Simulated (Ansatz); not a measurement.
Turn this script for Ansatz 0.2.0 through its Python package into the input file that the command-line program reads.

Interactive session:
```pycon
>>> import ansatz as az
>>> from ase.data import atomic_numbers
>>> import numpy as np
>>> import spglib
>>> def edges_and_angles(cell):
...     cell = np.asarray(cell)
...     a, b, c = np.linalg.norm(cell, axis=1)
...     cosines = cell[1] @ cell[2] / (b * c), cell[0] @ cell[2] / (a * c), cell[0] @ cell[1] / (a * b)
...     return (a, b, c, *np.degrees(np.arccos(cosines)))
...
>>> structure = (
...     az.Lattice.from_parameters(2.444, 2.444, 4.152, alpha=90, beta=90, gamma=120)
...     .space_group(194)
...     .atom("Si", (1 / 3, 2 / 3, 0.25))
... )
>>> structure.resolved().sites[-1]
Site(symbol='Si', position=(0.6666666666666666, 0.3333333333333333, 0.75), moment=None, axis=None, held=None, saved=None)
>>> # a pressure is positive in compression
>>> calculation = (
...     structure.calculation()
...     .kpoints(13, 13, 7)
...     .functional(az.Functional.PBESOL)
...     .pseudopotentials("paw")
...     .occupations("fermi_dirac")
...     .basis(510)
...     .relax(force_tolerance=0.02, max_steps=60, pressure=1, stress_tolerance=0.01)
... )
>>> steps = []
>>> def collect(event):
...     if event["event"] == "relax_step":
...         steps.append(event["data"])
...
>>> result = calculation.session().plan().execute(on_event=collect)
>>> report = result.report
>>> report["mixing_algorithm"], report["preconditioner"], report["eigensolver"]
('MSR1', 'none', 'band_cg')
>>> for s in steps:
...     flag = "" if s["accepted"] else "  (rejected)"
...     print("step %2d  E = %.5f eV  largest force component = %.4f eV/A%s" % (s["step"], s["lagrangian_ev"], s["allowed_force_max_ev_ang"], flag))
...
step  1  E = -1241.51647 eV  largest force component = 0.0000 eV/A
step  2  E = -1242.00547 eV  largest force component = 0.0000 eV/A
step  3  E = -1242.20513 eV  largest force component = 0.0000 eV/A
step  4  E = -1242.23467 eV  largest force component = 0.0000 eV/A
step  5  E = -1242.23890 eV  largest force component = 0.0000 eV/A
step  6  E = -1242.23918 eV  largest force component = 0.0000 eV/A
step  7  E = -1242.23926 eV  largest force component = 0.0000 eV/A
step  8  E = -1242.23949 eV  largest force component = 0.0000 eV/A
step  9  E = -1242.23952 eV  largest force component = 0.0000 eV/A
step 10  E = -1242.23952 eV  largest force component = 0.0000 eV/A
>>> first, last = steps[0], steps[-1]
>>> symbols = [site.symbol for site in result.lattice.sites]
>>> print(f"energy gained {first['lagrangian_ev'] - last['lagrangian_ev']:.4f} eV in {len(steps) - 1} steps")
energy gained 0.7231 eV in 9 steps
>>> for label, vectors in (("before", first["cell_ang"]), ("after", result.lattice.cell_ang)):
...     print(label, "a b c (A) {:.4f} {:.4f} {:.4f}  angles {:.2f} {:.2f} {:.2f}".format(*edges_and_angles(vectors)), f" V = {abs(np.linalg.det(vectors)):.3f} A^3")
...
before a b c (A) 2.4440 2.4440 4.1520  angles 90.00 90.00 120.00  V = 21.478 A^3
after a b c (A) 2.6689 2.6689 4.4868  angles 90.00 90.00 120.00  V = 27.679 A^3
>>> print("final stress xx yy zz (GPa, compression positive):", np.round(np.diag(report["stress_gpa"]), 3) + 0.0)
final stress xx yy zz (GPa, compression positive): [1.001 1.001 0.999]
>>> print("relaxed fractional positions")
relaxed fractional positions
>>> for site in result.lattice.sites:
...     print(f"  {site.symbol:2s}", " ".join(f"{v % 1:8.5f}" for v in np.round(site.position_frac, 5)))
...
  Si  0.33333  0.66667  0.25000
  Si  0.66667  0.33333  0.75000
>>> fractions = [site.position_frac for site in result.lattice.sites]
>>> numbers = [atomic_numbers[s] for s in symbols]
>>> for tolerance in (1e-3, 1e-2, 1e-1):
...     print(f"space group at {tolerance} A:", spglib.get_spacegroup((result.lattice.cell_ang, fractions, numbers), symprec=tolerance))
...
space group at 0.001 A: P6_3/mmc (194)
space group at 0.01 A: P6_3/mmc (194)
space group at 0.1 A: P6_3/mmc (194)
>>> n_atoms = len(report["lattice"]["sites"])
>>> print("F =", round(report["free_energy_ev"], 4), "eV for", n_atoms, "atoms")
F = -1242.2395 eV for 2 atoms
>>> print("E(sigma -> 0) =", round(report["energy_sigma0_ev"], 4), "eV, TS =", round(report["entropy_ts_ev"], 5), "eV")
E(sigma -> 0) = -1242.2281 eV, TS = 0.0229 eV
>>> print("closed by", report["closed_by"], "after", report["n_iterations"], "iterations")
closed by deck_thresholds after 7 iterations
```

`input.yaml`:
```yaml
crystal:
  lattice: { a: 2.444, b: 2.444, c: 4.152, alpha: 90.0, beta: 90.0, gamma: 120.0 }
  space_group: 194
  atoms:
    - { symbol: Si, position: [0.3333333333333, 0.6666666666667, 0.25] }
basis:
  ecutwfc: 510.0
kpoints:
  mp_grid: { grid: [13, 13, 7] }
hamiltonian:
  xc: pbesol
  pseudopotentials: { kind: paw }
scf:
  occupations: { method: fermi_dirac }
relax:
  f_tol: 0.02
  max_steps: 60
  cell: { p_target: 1.0, stress_tol: 0.01 }
```

Launched from the shell:
```console
$ ansatz run input.yaml --threads 1 --pin off --max-ram 3072MiB --backend cpu --events-out ev --progress --plain --runs-dir out
crystal.space_group: 194 is read as P63/mmc: the typed cell holds Si2 (Si 2c). Least distances (Å): Si–Si 2.444
crystal.space_group generates its sites in this order, which a site index counts, at these fractional coordinates of the primitive cell where crystal.reduce_to_primitive is true, and else of the cell that is read (crystal.supercell repeats the list replica by replica, and crystal.defects acts on that): 0: Si [0.333333, 0.666667, 0.250000]; 1: Si [0.666667, 0.333333, 0.750000];
Engine: ansatz 0.2.0, aarch64-unknown-linux-gnu
Pseudopotentials: kind: paw
Pseudopotential: Si, paw, valence charge 4, recommended cutoff 420 eV (normal), Si.paw.azcp
Functional definition: PBEsol
  exchange = pbesol_x
  correlation = pbesol_c
Crystal: 2 atoms, lattice volume = 21.478 Å³
Basis set: ecut = 510 eV, 549 PW (Γ), exchange–correlation on 40×40×64 points (8 copies of the dense FFT grid, shifted against one another)
Bands: 8, of which v1, the nominal top of the filled ones, is band 4 counted from 1 (3 counted from 0)
Symmetry: 24 space group operations
Space group: P63/mmc (ITA 194), of the structure as read, at distance tolerance 2.8e-5 Å
k-points: 84 of 1183
Non-local potential: Si, projectors of the file, l = 0: 2, l = 1: 2, l = 2: 2
PAW form: soft (Blöchl's): semilocal exchange-correlation on the pseudo side does not see the compensation charge
PAW frozen core: Si, regenerated for the run's functional, and the local potential with it (the file was generated under x = pbe(κ = 0.804, μ = 0.2195149727645171), c = pbe(β = 0.06672455060314922))
PAW one-centre angular grid: Si, 110 points (default); XC on 64 Gauss nodes
Initial density: superposition of atomic densities (neutral atoms: chi_scale 0, normalization atom), corrected by the library's trained network
Initial wavefunctions: pseudopotential atomic-orbital guess
Functional: x = pbesol(κ = 0.804, μ = 0.12345679012345678), c = pbesol(β = 0.046)
SCF iter   1: F=—  HF=-1241.517565 eV  |F-HF|=—  |Δ(HF+E_count)|=         —  Δρ=6.11e-3  dr2=4.73e-3  ethr=1.77e-3  ⟨swp⟩=5.2  Hψ=5474  notcnv=0
preconditioner: auto → none  [metal: Δε(μ)=0.051 eV  Ē_g=12.340 eV  σ=0.100 eV  W_gap=0.13  n_scr=2 (ndim 8)  ℏωp=22.7 eV  f_vac=0.000  D(μ)=0.69/eV (n_scr^D=2)  sad-step TF]
SCF iter   2: F=—  HF=-1241.516884 eV  |F-HF|=—  |Δ(HF+E_count)|=   6.81e-4  Δρ=3.67e-3  dr2=1.75e-3  ethr=5.91e-5  ⟨swp⟩=1.0  Hψ=1344  notcnv=0
SCF iter   3: F=—  HF=-1241.516474 eV  |F-HF|=—  |Δ(HF+E_count)|=   4.10e-4  Δρ=7.92e-5  dr2=6.56e-7  ethr=2.18e-5  ⟨swp⟩=2.0  Hψ=990  notcnv=0
SCF iter   4: F=—  HF=-1241.516466 eV  |F-HF|=—  |Δ(HF+E_count)|=   7.79e-6  Δρ=1.17e-5  dr2=2.28e-8  ethr=8.20e-9  ⟨swp⟩=2.0  Hψ=1008  notcnv=0
iter 5 did not close the SCF: its close was put off for the readings that it lacked (scf_convergence_deferred on its scf_iter line)
SCF iter   5: F=-1241.516466 eV  HF=-1241.516466 eV  |F-HF|=9.41e-11  |Δ(HF+E_count)|=   2.53e-8  Δρ=1.81e-6  dr2=4.53e-10  ethr=2.85e-10  ⟨swp⟩=2.0  Hψ=990  notcnv=0
SCF iter   6: F=-1241.516466 eV  HF=-1241.516466 eV  |F-HF|=4.55e-13  |Δ(HF+E_count)|=  4.48e-11  Δρ=1.00e-7  dr2=1.22e-12  ethr=5.66e-12  ⟨swp⟩=1.0  Hψ=1970  notcnv=0
SCF 1 converged in 6 iterations: F = -1241.516466 eV  dr2 = 1.22e-12
  greatest PAW one-centre occupation: 0.664 electrons in one spin orbital (limit 2), on the Si atom at site 1 (counted from 0), in its partial waves of l = 0
relax step   1: F+E_penalty+E_count = -1241.51646632 eV  Δ(F+E_penalty+E_count) = +0.000e0 eV  max|allowed force component| = 1.850e-16 eV/Å  Δτ_max = 0.0000 Å  P = +46.051 GPa  Ω = 21.478 Å³  (6 SCF iters, dr2 threshold 1.00e-7 eV, accepted)
Crystal: 2 atoms, lattice volume = 23.881 Å³
Basis set: ecut = 510 eV, 639 PW (Γ), exchange–correlation on 40×40×64 points (8 copies of the dense FFT grid, shifted against one another)
Initial density: handed on by an earlier stage of this run
Initial wavefunctions: those handed on with the density
iter 1 solved again at ethr=4.09e-5 eV; its pass at ethr=3.10e-3 eV (dr2=3.27e-3 eV) is discarded
SCF iter   1: F=—  HF=-1242.008204 eV  |F-HF|=—  |Δ(HF+E_count)|=         —  Δρ=4.13e-3  dr2=3.28e-3  ethr=4.09e-5  ⟨swp⟩=1.0  Hψ=6228  notcnv=0
preconditioner: auto → none  [metal: Δε(μ)=0.020 eV  Ē_g=11.453 eV  σ=0.100 eV  W_gap=0.05  n_scr=2 (ndim 8)  ℏωp=21.5 eV  f_vac=0.000  D(μ)=0.70/eV (n_scr^D=2)]
SCF iter   2: F=—  HF=-1242.006016 eV  |F-HF|=—  |Δ(HF+E_count)|=   2.19e-3  Δρ=1.83e-3  dr2=6.29e-4  ethr=4.09e-5  ⟨swp⟩=1.2  Hψ=710  notcnv=0
SCF iter   3: F=—  HF=-1242.005477 eV  |F-HF|=—  |Δ(HF+E_count)|=   5.39e-4  Δρ=7.08e-5  dr2=4.59e-7  ethr=7.86e-6  ⟨swp⟩=2.3  Hψ=968  notcnv=0
SCF iter   4: F=—  HF=-1242.005468 eV  |F-HF|=—  |Δ(HF+E_count)|=   9.05e-6  Δρ=8.02e-6  dr2=5.05e-9  ethr=5.74e-9  ⟨swp⟩=2.0  Hψ=1029  notcnv=0
iter 5 did not close the SCF: its close was put off for the readings that it lacked (scf_convergence_deferred on its scf_iter line)
SCF iter   5: F=-1242.005468 eV  HF=-1242.005468 eV  |F-HF|=5.23e-12  |Δ(HF+E_count)|=   4.05e-9  Δρ=6.08e-7  dr2=3.23e-11  ethr=6.32e-11  ⟨swp⟩=1.6  Hψ=792  notcnv=0
SCF iter   6: F=-1242.005468 eV  HF=-1242.005468 eV  |F-HF|=9.09e-13  |Δ(HF+E_count)|=  1.00e-11  Δρ=3.84e-8  dr2=3.13e-13  ethr=1.00e-12  ⟨swp⟩=1.0  Hψ=1891  notcnv=0
SCF 2 converged in 6 iterations: F = -1242.005468 eV  dr2 = 3.13e-13
  greatest PAW one-centre occupation: 0.663 electrons in one spin orbital (limit 2), on the Si atom at site 1 (counted from 0), in its partial waves of l = 0
relax step   2: F+E_penalty+E_count = -1242.00546765 eV  Δ(F+E_penalty+E_count) = -4.890e-1 eV  max|allowed force component| = 1.480e-16 eV/Å  Δτ_max = 0.0000 Å  P = +21.312 GPa  Ω = 23.881 Å³  energy of the carried Pulay correction = -7.662e-5 eV  (6 SCF iters, dr2 threshold 2.00e-7 eV, accepted)
Crystal: 2 atoms, lattice volume = 26.281 Å³
Basis set: ecut = 510 eV, 701 PW (Γ), exchange–correlation on 40×40×64 points (8 copies of the dense FFT grid, shifted against one another)
iter 1 solved again at ethr=3.53e-5 eV; its pass at ethr=3.10e-3 eV (dr2=2.82e-3 eV) is discarded
SCF iter   1: F=—  HF=-1242.206957 eV  |F-HF|=—  |Δ(HF+E_count)|=         —  Δρ=3.57e-3  dr2=2.83e-3  ethr=3.53e-5  ⟨swp⟩=1.0  Hψ=6200  notcnv=0
preconditioner: auto → none  [metal: Δε(μ)=0.008 eV  Ē_g=10.715 eV  σ=0.100 eV  W_gap=0.02  n_scr=2 (ndim 8)  ℏωp=20.5 eV  f_vac=0.000  D(μ)=0.73/eV (n_scr^D=2)]
SCF iter   2: F=—  HF=-1242.205480 eV  |F-HF|=—  |Δ(HF+E_count)|=   1.48e-3  Δρ=1.58e-3  dr2=5.30e-4  ethr=3.53e-5  ⟨swp⟩=1.0  Hψ=672  notcnv=0
[... 105 lines left out ...]
SCF iter   2: F=—  HF=-1242.239522 eV  |F-HF|=—  |Δ(HF+E_count)|=   1.90e-6  Δρ=1.44e-7  dr2=1.61e-12  ethr=7.02e-14 (applied; sched 1.00e-12)  ⟨swp⟩=3.1  Hψ=1385  notcnv=0
iter 3 did not close the SCF: its close was put off for the readings that it lacked (scf_convergence_deferred on its scf_iter line)
SCF iter   3: F=-1242.239522 eV  HF=-1242.239522 eV  |F-HF|=9.09e-13  |Δ(HF+E_count)|=  4.55e-13  Δρ=9.62e-8  dr2=6.77e-13  ethr=2.02e-14 (applied; sched 1.00e-12)  ⟨swp⟩=1.0  Hψ=672  notcnv=0
iter 4 did not close the SCF: its close was put off for the readings that it lacked (scf_convergence_deferred on its scf_iter line)
SCF iter   4: F=-1242.239522 eV  HF=-1242.239522 eV  |F-HF|=9.09e-13  |Δ(HF+E_count)|=  6.82e-13  Δρ=4.70e-8  dr2=1.55e-13  ethr=1.00e-14 (applied; sched 1.00e-12)  ⟨swp⟩=1.0  Hψ=672  notcnv=0
iter 5 did not close the SCF: its close was put off for the readings that it lacked (scf_convergence_deferred on its scf_iter line)
SCF iter   5: F=-1242.239522 eV  HF=-1242.239522 eV  |F-HF|=2.27e-13  |Δ(HF+E_count)|=  4.55e-13  Δρ=2.15e-8  dr2=3.30e-14  ethr=1.00e-14 (applied; sched 1.00e-12)  ⟨swp⟩=1.0  Hψ=672  notcnv=0
iter 6 did not close the SCF: its close was put off for the readings that it lacked (scf_convergence_deferred on its scf_iter line)
SCF iter   6: F=-1242.239522 eV  HF=-1242.239522 eV  |F-HF|=9.09e-13  |Δ(HF+E_count)|=  4.55e-13  Δρ=1.22e-8  dr2=1.06e-14  ethr=1.00e-14 (applied; sched 1.00e-12)  ⟨swp⟩=1.0  Hψ=672  notcnv=0
SCF iter   7: F=-1242.239522 eV  HF=-1242.239522 eV  |F-HF|=4.55e-13  |Δ(HF+E_count)|=  4.55e-13  Δρ=5.40e-9  dr2=2.08e-15  ethr=1.00e-12  ⟨swp⟩=2.0  Hψ=2009  notcnv=0
SCF 10 converged in 7 iterations: F = -1242.239522 eV  dr2 = 2.08e-15
relax step  10: F+E_penalty+E_count = -1242.23952202 eV  Δ(F+E_penalty+E_count) = -3.538e-8 eV  max|allowed force component| = 4.626e-17 eV/Å  Δτ_max = 0.0000 Å  P = +1.000 GPa  Ω = 27.679 Å³  stress off target by 8.89e-4 GPa  SCF on the basis re-selected at this cell (its energy is not comparable with the rows above)  (7 SCF iters)
basis re-selected at this cell: Δ(F+E_penalty+E_count) = -3.538e-8 eV, ΔP = -0.000 GPa vs the last step (what re-selecting the basis moved, of the pressure what is left beyond the Pulay correction that the steps carried, after the strain that the cell walked since its last selection, with what the two solves' SCF thresholds leave and, on support functions, [...]
SCF converged after 7 iterations
Free energy (F): -1242.239522 eV
Harris-Foulkes:  -1242.239522 eV  (|F-HF|=4.55e-13)
Internal energy: -1242.216620 eV  (E = F + TS)
E sigma→0 (E₀):  -1242.228071 eV
Entropy (-TS):   -0.022902 eV (-11.451 meV/atom)
Fermi energy:    11.278469 eV
--- Per-component energies (eV) ---
  E_band       = 43.372177
  E_kinetic    = 83.961317
  E_local      = 8.176018  (includes V_loc(G=0)·N_el)
  E_nonlocal   = 50.793003
  E_hartree    = 0.720415
  E_xc         = -112.107421
  E_vxc        = -97.151921  (∫ρ·V_xc dr)
  E_paw        = -996.699776  (= ΣΔE_a)
  E_vpaw       = -3.847081  (= ΣTr[D̂ρ^β])
  E_aug_tail   = 0.000010  (compensation charges beyond the density's cutoff)
  E_ewald      = -277.123309
  E_core_change = 0.063121  (= ΣΔE_core)
  E_smearing   = -0.022902  (= −TS)
  E_closure    = 0.000000  (closes the sum)
  Σ components = -1242.239522   (vs F -1242.239522, Δ=0.00e0)
--- Forces (eV/Å), atoms counted from 1 ---
  atom   1  Si    -0.00000000     0.00000000    -0.00000000
  atom   2  Si    -0.00000000    -0.00000000     0.00000000
  max |Σ_I F_I| component: 9.25e-17 eV/Å
--- Stress (GPa, compression-positive) ---
        1.000889       0.000000       0.000000
        0.000000       1.000889      -0.000000
        0.000000      -0.000000       0.999441
  P = ⅓ Tr σ = 1.0004 GPa (10.004 kbar)
--- Relaxed structure (8 steps of the walk, 8 accepted, 2 SCFs on fresh bases) ---
  F+E_penalty+E_count = -1242.23952202 eV   max|allowed force component| = 4.626e-17 eV/Å   (the final SCF, on the basis selected at the relaxed cell)
  cell:  # Å, volume = 27.6790 Å³
    - [2.6689473653777553, 1.4055469343857414e-17, 1.8006335246906157e-18]
    - [-1.334473682688877, 2.311376219780684, 1.2092431111862452e-17]
    - [2.806958001884703e-16, 5.063684775694158e-16, 4.4868377476600765]
  atoms:
    - { symbol: Si, position: [0.33333333333333326, 0.6666666666666666, 0.25] }
    - { symbol: Si, position: [0.6666666666666667, 0.3333333333333333, 0.7499999999999999] }
```

Notes:
- Total energies depend on the potentials; only differences at equal settings carry meaning. A total without «per atom» is that of the cell as typed.
- Forces vanish by symmetry, so the ions can't move, and the end may be a saddle.
- Part of the cell is held or a pressure is applied, so the end point needn't be the zero-pressure lattice.
- At a fixed pressure a relaxation lowers the enthalpy F + PV, while F alone can rise.
- For a metal this k-point mesh is coarse: on a finer one energies can move by several to tens of meV an atom and pressures by half a GPa or more, differences at one mesh by less.
- Energies along a relaxation are free energies. Rows at an unchanged volume are solved on a plane-wave basis chosen afresh for that cell, so the energy jumps there and such rows are no steps of the walk.
- A cell that swells this much on relaxing started as a compressed, perhaps high-pressure structure.
- Symmetry holds the cell in this phase, whether or not it is the stable one at this pressure.
- This isn't the structure that Si takes at ambient conditions.
- Hardware and time: 12 s on 1 thread of Arm Neoverse V2 (shared host), peak memory 0.38 GiB.

(Lines on the test bed's own set-up are left out of the output.)
